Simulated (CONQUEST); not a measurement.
# O under changes of volume

One of the cells (11.066 Å³/atom); the others are scaled copies at fixed shape and fractional positions:

```
O
1.0
     3.00355    0.00000    0.00000
     0.00000    3.77977    0.00000
     0.00000    0.00000    7.79767
O
8
Cartesian
  0.0000 0.0000 3.2836
  0.0000 1.8899 7.1824
  1.5018 0.0000 7.1824
  1.5018 1.8899 3.2836
  0.0000 0.0000 4.5141
  0.0000 1.8899 0.6153
  1.5018 0.0000 0.6153
  1.5018 1.8899 4.5141
```

```yaml
Program: CONQUEST 1.3
Functional: PBE
Potentials_or_basis: PseudoDojo NC PBE, DZP, grid of 32 × 40 × 96 points
k_mesh: 9 × 7 × 4
Occupations: fermi-dirac, width 0.05 eV
Spin: no spin polarisation
```

```tsv
volume (Å³/atom)	energy over the lowest point (meV/atom)	pressure (GPa)	largest force (eV/Å)
10.402	13.91	7.1	1.371
10.623	5.77	4.8	0.733
10.844	0.77	2.0	0.142
11.066	0.00	-0.9	0.405
11.287	2.86	-2.8	0.912
11.508	7.84	-4.5	1.392
11.730	?	?	?
```

Question: What does the run at 11.730 Å³/atom give?

Answer: Energy over the lowest point 15.14 meV/atom; pressure -6.0 GPa; largest force 1.832 eV/Å.

Worked out: A Birch-Murnaghan fit of order 3 (a polynomial in V^(-2/3)) to the other rows has its minimum at 11.01 Å³/atom with B0 = V·E''(V) = 121 GPa and B' = 4.2 at fixed shape and positions, which overstates the stiffness. It gives 16.00 meV/atom at 11.730 Å³/atom, against the run's 15.14, and -dE/dV = -6.7 GPa, against -6.0.

Energies are extrapolated to zero smearing.

Caveats: spin is off for a triplet molecule; the basis of atomic orbitals isn't converged, which shifts pressures, moduli and gaps; forces of over 1 eV/Å show positions far from the minimum, so gaps and moduli don't describe the material at rest (some runs).
